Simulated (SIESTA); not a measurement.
Crystal: NiO2.

```xyz
3
Lattice="1.4021 0.8095 6.9743 -1.4021 0.8095 6.9743 0.0000 -1.6190 6.9743" Properties=species:S:1:pos:R:3 pbc="T T T"
Ni    0.0000    0.0000    0.0000
O     0.0000    0.0000    7.9254
O     0.0000    0.0000   12.9975
```

The cell comes from a database or a generator and needn't be the stable form of this composition.

Base run:

```yaml
Program: SIESTA 5.4.2
Functional: PBEsol
Potentials_or_basis: PseudoDojo 0.4 standard (PBEsol files)
Basis: DZP (energy shift 0.003 Ry; two zetas on semicore shells)
Grid_cutoff: 800 Ry
Energy_shift: 0.003 Ry
k_mesh: 8 × 8 × 8
Occupations: fermi-dirac, width 0.05 eV
Spin: collinear spin, ferromagnetic start
Starting_moments: "[1.0, 0.0, 0.0] μB"
```

Its results: band gap on the k mesh 1.19 eV, indirect (least direct gap 1.41 eV); pressure -2.1 GPa; net moment 0.00 μB per cell; largest force 0.171 eV/Å.

The run is repeated on the same cell with these changes: hubbard terms from none to Ni d U = 6 eV. What comes out?

Band gap on the k mesh 1.81 eV, indirect (least direct gap 1.85 eV); pressure -2.6 GPa; net moment 0.00 μB per cell; largest force 0.105 eV/Å.

The U term pushes filled and empty states of the shell apart.

Caveats: short orbitals over semicore shells can move pressures by several GPa; the basis of atomic orbitals isn't converged, which shifts pressures, moduli and gaps.

A k mesh can miss the band edges.
